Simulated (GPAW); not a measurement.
The system is LiCl.

```xyz
2
Lattice="0.0000 2.5648 2.5648 2.5648 0.0000 2.5648 2.5648 2.5648 0.0000" Properties=species:S:1:pos:R:3 pbc="T T T"
Cl    2.5648    2.5648    2.5648
Li    0.0000    0.0000    0.0000
```

```yaml
Program: GPAW 26.7.0
Task: relaxation of cell and atoms
Functional: BLYP
Potentials_or_basis: PAW data sets generated in the run's folder for this functional
Cutoff: 800 eV
Basis: pw
k_mesh: 9 × 9 × 9
Occupations: fermi-dirac, width 0.05 eV
Spin: no spin polarisation
```

At the start: pressure 1.7 GPa; volume 16.87 Å³/atom.

Q: How do energy, volume and symmetry change on relaxing?

A: Over 3 steps the energy falls by 4.9 meV/atom and the volume is 17.73 Å³/atom (+5.1 %); space group Fm-3m (No. 225, to 0.05 Å).

Step by step:
| step | energy change (eV) | largest force (eV/Å) | pressure (GPa) | volume (Å³) |
| --- | --- | --- | --- | --- |
| 1 | 0.0000 | 0.0000 | 1.74 | 33.74 |
| 2 | -0.0014 | 0.0000 | 1.59 | 33.87 |
| 3 | -0.0098 | 0.0000 | 0.09 | 35.46 |

Final structure:
```cif
data_structure
_symmetry_space_group_name_H-M 'P 1'
_symmetry_Int_Tables_number 1
_cell_length_a 3.6878
_cell_length_b 3.6878
_cell_length_c 3.6878
_cell_angle_alpha 60.000
_cell_angle_beta 60.000
_cell_angle_gamma 60.000
_cell_volume 35.46
loop_
_atom_site_label
_atom_site_type_symbol
_atom_site_fract_x
_atom_site_fract_y
_atom_site_fract_z
_atom_site_occupancy
Cl1 Cl 0.50000 0.50000 0.50000 1
Li1 Li 0.00000 0.00000 0.00000 1
```

Caveat: later steps reuse the first step's grids.
